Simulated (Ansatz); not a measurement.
MoS2:

```
Mo S
1.0
     3.16900    0.00000    0.00000
    -1.58450    2.74443    0.00000
     0.00000    0.00000   12.32400
Mo S
2 4
Direct
  0.66667 0.33333 0.75000
  0.33333 0.66667 0.25000
  0.66667 0.33333 0.37700
  0.33333 0.66667 0.87700
  0.66667 0.33333 0.12300
  0.33333 0.66667 0.62300
```

Base run:

```yaml
Program: Ansatz 0.2.0
Functional: LDA
Potentials_or_basis: Ansatz PAW
Cutoff: "420 eV (not typed: the program's choice for these potentials)"
k_mesh: 10 × 10 × 3
Occupations: fermi-dirac, width 0.05 eV
Spin: no spin polarisation
Hubbard_terms: Mo d U = 5 eV
```

Its results: band gap on the k mesh 1.00 eV, indirect (least direct gap 1.61 eV); pressure -5.7 GPa; largest force 0.497 eV/Å.

Question: The run is repeated on the same cell with these changes: hubbard terms from Mo d U = 5 eV to none; hubbard projectors from ortho-atomic (the default) to none. What comes out?

Answer: Band gap on the k mesh 0.85 eV, indirect (least direct gap 1.86 eV); pressure -5.7 GPa; largest force 0.481 eV/Å.

The U term pushes filled and empty states of the shell apart.

Caveats: odd divisions of the mesh miss points on the zone boundary, where band edges often lie, so the gap on the mesh can be too wide; the PAW data sets come from PBE, with cores solved anew for the run's functional, which leaves a small shift of forces and pressure; the density of states is complete only up to the lowest level of the last band computed.

A k mesh can miss the band edges.
